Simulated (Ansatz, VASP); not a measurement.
**Two plane-wave programs on ZnS**

File POSCAR:

```
ZnS
1.0
    0.0000000000      2.5310225584      2.5310225584
    2.5310225584      0.0000000000      2.5310225584
    2.5310225584      2.5310225584      0.0000000000
Zn S
1 1
Direct
    0.0000000000      0.0000000000      0.0000000000
    0.5000000000      0.5000000000      0.5000000000
```

INCAR.step1

```
SYSTEM = ZnS
PREC = Accurate ; ENCUT = 520
EDIFF = 1E-5 ; ISMEAR = -1
SIGMA = 0.02 ; LREAL = .FALSE.
LASPH = .TRUE. ; NELM = 80
ALGO = Normal ; ISIF = 2
LWAVE = .TRUE. ; LCHARG = .FALSE.
NBANDS = 16 ; GGA = PE
```

The input INCAR.step2:

```
SYSTEM = ZnS
PREC = Accurate ; ENCUT = 520
EDIFF = 1E-7 ; ISMEAR = -1
SIGMA = 0.02 ; LREAL = .FALSE.
LASPH = .TRUE. ; NELM = 80
ALGO = Normal ; ISIF = 2
LWAVE = .FALSE. ; LCHARG = .FALSE.
GGA = PE ; LHFCALC = .TRUE.
HFSCREEN = 0.2079 ; PRECFOCK = Normal
NBANDS = 16 ; ISTART = 1
```

The input KPOINTS:

```
regular mesh
0
G
  4 4 4
  0 0 0
```

Input for Ansatz:

```yaml
crystal:
  lattice:
    - [0.0, 2.5310225584, 2.5310225584]
    - [2.5310225584, 0.0, 2.5310225584]
    - [2.5310225584, 2.5310225584, 0.0]
  atoms:
    - { symbol: Zn, position: [0.0, 0.0, 0.0] }
    - { symbol: S, position: [0.5, 0.5, 0.5] }
kpoints:
  mp_grid: { grid: [4, 4, 4] }
hamiltonian:
  xc: hse06
scf:
  occupations: { method: fermi_dirac, width: 0.02 }
  n_extra_bands: 4
output:
  forces: true
  stress: true
  eigenvalues: true
```

The cell was built by a generator and needn't be a form met in nature.

Alike in both runs: task single point; functional HSE06; k mesh 4 × 4 × 4; occupations fermi-dirac, width 0.02 eV; no spin polarisation.

|  | VASP | Ansatz |
| --- | --- | --- |
| version | VASP 6.6.1 | Ansatz 0.2.0 |
| potentials or method | VASP PAW PBE potentials, release 64 (Zn, S) | plane waves, PAW |
| plane-wave cutoff (eV) | 520 | 420 |
| valence electrons in the cell | 18 | 18 |

VASP gave:

| Property | Result |
| --- | --- |
| gap on the k mesh at the Fermi level (eV) | 0.84 |
| pressure (GPa) | 1.8 |

Problem. What did Ansatz give for the same quantities?

Solution. gap on the k mesh at the Fermi level (eV): 0.87; pressure (GPa): 1.7.

Ansatz warned: «stress_exchange_threshold_loose».

Caveats: the k mesh is coarse (spacing up to 0.54 Å⁻¹), so the values aren't converged, least of all with exact exchange; the PAW data sets were made with another functional, which shifts forces and pressure a little (VASP). A k mesh can miss the band edges.
